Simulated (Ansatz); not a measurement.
A run of Ansatz 0.2.0 is set up as follows.

Contents of input.yaml:

```yaml
crystal:
  lattice:
    - [3.363843863, 0.0, 0.0]
    - [-1.6819219315, 2.9131742397, 0.0]
    - [0.0, 0.0, 25.79970836]
  atoms:
    - { symbol: In, position: [0.0, 0.0, 0.2907009605] }
    - { symbol: In, position: [0.33333333, 0.66666666, 0.3953504802] }
    - { symbol: In, position: [0.0, 0.0, 0.5] }
    - { symbol: In, position: [0.66666667, 0.33333334, 0.6046495198] }
    - { symbol: In, position: [0.0, 0.0, 0.7092990395] }
hamiltonian:
  xc: pbe
  pseudopotentials: { kind: paw }
kpoints:
  mp_grid: { grid: [9, 9, 1] }
scf:
  occupations: { method: fermi_dirac, width: 0.05 }
output:
  forces: true
  eigenvalues: true
efield:
  axis: 3
  dipole_correction: true
  ramp_width: 0.04
```

Potentials or basis: Ansatz PAW.

Run with:

```console
$ ansatz run input.yaml --threads 4 --pin off --max-ram 11264MiB --backend cpu --events-out ev --progress --plain --runs-dir out
```

Question: Estimate the dipole across the slab.

Answer: 0.000 e·Å.

Question: What does it give for the work function of the lower face?

Answer: 3.81 eV.

Question: What does it give for the largest force?

Answer: 0.117 eV/Å.

Forces on the atoms (eV/Å):
```
In   0.000  0.000 -0.117
In   0.000  0.000  0.086
In   0.000  0.000  0.000
In   0.000  0.000 -0.086
In   0.000  0.000  0.117
```
